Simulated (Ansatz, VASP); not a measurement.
## Al in VASP and in Ansatz

```
CELL_PARAMETERS angstrom
4.34151 0.00000 0.00000
-2.17076 3.75986 0.00000
0.00000 0.00000 2.68791
ATOMIC_POSITIONS crystal
Al 0.00000 0.00000 0.00000
Al 0.33333 0.66667 0.50000
Al 0.66667 0.33333 0.50000
```

Alike in both runs: task relaxation of shape and atoms at fixed volume; functional PBE; k mesh 8 × 8 × 11; occupations fermi-dirac, width 0.08 eV; no spin polarisation.

```csv
,VASP,Ansatz
version,VASP 6.6.1,Ansatz 0.2.0
potentials or method,"VASP PAW PBE potentials, release 64 (Al)","PAW with Ansatz's default frozen-core files, scalar-relativistic"
plane-wave cutoff (eV),600,420
valence electrons in the cell,9,9
```

```tsv
	VASP	Ansatz	Ansatz less VASP
relaxed volume (Å³/atom)	14.63	14.63	0.000
relaxed cell length with the largest relative difference (Å)	2.662	2.661	-0.0008
```
